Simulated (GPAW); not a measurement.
GaP:

```
Ga P
1.0
     0.00000    2.72525    2.72525
     2.72525    0.00000    2.72525
     2.72525    2.72525    0.00000
Ga P
1 1
Direct
  0.00000 0.00000 0.00000
  0.75000 0.75000 0.75000
```

- Program: GPAW 26.7.0
- Task: relaxation of cell and atoms
- Functional: BLYP
- Potentials or basis: PAW data sets generated in the run's folder for this functional
- Cutoff: 600 eV
- Basis: pw
- k mesh: 8 × 8 × 8
- Occupations: fermi-dirac, width 0.05 eV
- Spin: no spin polarisation

At the start: pressure 8.1 GPa; volume 20.24 Å³/atom.

Problem. How do energy, volume and symmetry change on relaxing?

Solution. Over 4 steps the energy falls by 46.8 meV/atom and the volume is 22.25 Å³/atom (+10.0 %); space group F-43m (No. 216, to 0.05 Å).

Step by step:
| step | energy change (eV) | largest force (eV/Å) | pressure (GPa) | volume (Å³) |
| --- | --- | --- | --- | --- |
| 1 | 0.0000 | 0.0000 | 8.05 | 40.48 |
| 2 | -0.0388 | 0.0000 | 5.90 | 41.37 |
| 3 | -0.0929 | 0.0000 | 0.60 | 44.16 |
| 4 | -0.0936 | 0.0000 | 0.06 | 44.51 |

Final structure:
```xyz
2
Lattice="0.0000 2.8128 2.8128 2.8128 0.0000 2.8128 2.8128 2.8128 0.0000" Properties=species:S:1:pos:R:3 pbc="T T T"
Ga    0.0000    0.0000    0.0000
P     4.2192    4.2192    4.2192
```

Caveat: the data sets keep Ga 3d, Li 1s and Be 1s frozen, and some such compounds lay over 1.5 % in volume off other programs; later steps reuse the first step's grids.
